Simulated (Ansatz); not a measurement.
# Bands of Cd

```
Cd
1.0
     0.00000    2.24952    2.24952
     2.24952    0.00000    2.24952
     2.24952    2.24952    0.00000
Cd
1
Direct
  0.00000 0.00000 0.00000
```

The conventional cell has a = 4.499 Å, b = 4.499 Å, c = 4.499 Å, α = 90.00°, β = 90.00°, γ = 90.00°. Cd (atom 1) has 12 Cd at 3.18 Å as nearest neighbours.

The structure comes from a relaxation in the same program, started in the fcc type, and has space group Fm-3m. Whether it is a known phase or the ground state wasn't checked.

Method: DFT, PBE, all-electron LAPW, scalar-relativistic in Ansatz 0.2.0.

Sampling and basis: a Γ-centred 14×14×14 k mesh, Fermi–Dirac smearing of 0.03 eV, basis error target 1 meV/atom, no spin polarisation.

Points in fractions of the reciprocal vectors of this cell: Γ (0, 0, 0), X (0.5, 0, 0.5), U (0.625, 0.25, 0.625), K (0.375, 0.375, 0.75), L (0.5, 0.5, 0.5), W (0.5, 0.25, 0.75). The path joins them by straight lines in the order Γ–X–U–K–Γ–L–W–X; legs that retrace an earlier one aren't tabulated. Energies are in eV from the Fermi level.

**Question.** List the levels at W between -5 and 3.5 eV.

**Answer.** 1.88, 2.08 (×2).

**Question.** List the levels at Γ between -5 and 3.5 eV.

**Answer.** none.

**Question.** List the levels at U between -5 and 3.5 eV.

**Answer.** 0.83, 1.04, 2.33.

**Question.** What is the band gap?

**Answer.** none: bands cross the Fermi level, a metal.
